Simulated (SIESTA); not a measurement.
**Ti under changes of volume**

One of the cells (16.731 Å³/atom); the others are scaled copies at fixed shape and fractional positions:

```
CELL_PARAMETERS angstrom
0.00000 2.03000 2.03000
2.03000 0.00000 2.03000
2.03000 2.03000 0.00000
ATOMIC_POSITIONS crystal
Ti 0.00000 0.00000 0.00000
```

This isn't the form of Ti at room conditions, which is hcp.

| Quantity | Value |
| --- | --- |
| Program | SIESTA 5.4.2 |
| Functional | LDA |
| Potentials or basis | PseudoDojo 0.4 standard (LDA files) |
| Basis | DZP (energy shift 0.003 Ry; two zetas on semicore shells) |
| Grid cutoff | 800 Ry |
| Energy shift | 0.003 Ry |
| k mesh | 11 × 11 × 11 |
| Occupations | fermi-dirac, width 0.05 eV |
| Spin | no spin polarisation |

```tsv
volume (Å³/atom)	energy over the lowest point (meV/atom)	pressure (GPa)
15.727	2.65	2.8
16.062	0.00	0.1
16.396	2.73	-2.4
16.731	10.39	-4.6
17.065	22.60	-6.7
17.400	?	?
17.735	58.97	-10.3
```

Question: What does the run at 17.400 Å³/atom give?

Answer: Energy over the lowest point 38.91 meV/atom; pressure -8.5 GPa.

Worked out: A Birch-Murnaghan fit of order 3 (a polynomial in V^(-2/3)) to the other rows has its minimum at 16.05 Å³/atom with B0 = V·E''(V) = 124 GPa and B' = 3.4. It gives 38.89 meV/atom at 17.400 Å³/atom, against the run's 38.91, and -dE/dV = -8.7 GPa, against -8.5.

Energies are extrapolated to zero smearing.

Caveats: the basis of atomic orbitals isn't converged, which shifts pressures, moduli and gaps.
